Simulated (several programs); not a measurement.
# LiH (h-MgO type) from semi-empirical methods to plane-wave DFT

LiH in the h-MgO-type structure, relaxed with r2SCAN in Ansatz, was computed with several methods. The symmetry is P6_3/mmc (No. 194, hexagonal); conventional cell a = 3.255 Å, c = 4.069 Å, 9.33 Å³ an atom. Li has 5 H at 1.88–2.03 Å; H has 5 Li at 1.88–2.03 Å. No spin polarisation. The prototype was imposed, so other structures may be more stable.

```yaml
crystal:
  lattice:
    - [3.25482, 0.00000, 0.00000]
    - [-1.62741, 2.81876, 0.00000]
    - [0.00000, 0.00000, 4.06907]
  atoms:
    - { symbol: Li, position: [0.33333, 0.66667, 0.25000] }
    - { symbol: Li, position: [0.66667, 0.33333, 0.75000] }
    - { symbol: H, position: [0.66667, 0.33333, 0.25000] }
    - { symbol: H, position: [0.33333, 0.66667, 0.75000] }
```

Gaps and times are for a single point on this cell; volume and bulk modulus come from each method's own relaxation or energy curve at fixed shape, which is too stiff where a cell has free coordinates or axes. Times are rough, from shared hosts (Arm Neoverse V1; Arm Neoverse V2), and each method has its own mesh and cell size. A double dagger marks a value from a curve with shape and coordinates held. PM6 (MOPAC), PM7 (MOPAC), GFN1-xTB (tblite), GFN2-xTB (tblite) treat a cluster of cells at its zone centre, which samples few k points: where these miss a band edge, the gap comes out too large for that reason alone. Gaps from k meshes are read at a limited set of points (mesh, symmetry points, PBE's band edges), so each method's own least gap may be somewhat smaller. xTB and the PM methods were fitted mostly to molecules, and can miss a solid's gap by electronvolts. Minimal bases can be far off for gaps. PBE/DZVP lies far from plane-wave PBE here, an effect of basis or sampling. Times of the plane-wave ladder aren't listed, since it ran on unlike processors and cards. GLLB-SC's gap includes the derivative discontinuity. G0W0 is at finite bands, cutoff and mesh. d marks a direct gap, i an indirect one (no mark: not told apart), a dash a value that wasn't computed or didn't pass its checks.

```csv
method,kind,gap (eV),own volume (Å³/atom),bulk modulus (GPa),atoms computed,processor time
PBEsol,semilocal,–,9.16,–,4,–
light PBE (260 eV and a coarse mesh),light plane-wave,1.80 i,–,–,4,0.53 s
PM6 (MOPAC),semi-empirical,11.86,–,–,cluster,1.7 s
PM7 (MOPAC),semi-empirical,10.98,–,–,cluster,1.8 s
PBE,semilocal,1.84 i,9.33,30‡,4,–
GFN1-xTB (tblite),tight binding,2.72,–,–,cluster,3.7 s
r2SCAN,semilocal,2.34 i,9.33,30‡,4,–
LDA,semilocal,1.46 i,8.68,–,4,–
GLLB-SC (GPAW),model potential,4.49,–,–,4,8.2 s
GFN2-xTB (tblite),tight binding,6.03,–,–,cluster,9.7 s
PBE/single zeta (GPAW),small basis,4.51 i,–,–,4,18 s
PBE/SZV (CP2K),small basis,5.10 i,9.18‡,36‡,4,18 s
PBE/DZVP (CP2K),small basis,1.30 i,8.90‡,35‡,4,38 s
G0W0@LDA (140 eV screening cutoff),many-body,3.58,–,–,4,–
G0W0@r2SCAN (140 eV screening cutoff),many-body,4.14,–,–,4,–
G0W0@HSE06 (140 eV screening cutoff),many-body,4.35,–,–,4,–
HSE06,hybrid,2.74 i,9.24,–,4,–
PBE0,hybrid,3.43 i,–,–,4,–
r2SCANh,hybrid,2.91 i,–,–,4,–
DDH-PBE0,hybrid,3.64 i,–,–,4,–
G0W0@PBE (220 eV screening cutoff),many-body,3.83,–,–,4,–
```

Against HSE06 (2.74 eV) and with closed or daggered gaps left aside, the nearest gap at the points sampled is that of GFN1-xTB (tblite) (-0.02 eV) and the farthest that of PM6 (MOPAC) (+9.12 eV). HSE06 is only a yardstick of convenience, and nearness to it can be luck.

Volumes against r2SCAN's: PBEsol -1.9 %, PBE 0.0 %, LDA -7.0 %, HSE06 -1.0 %.
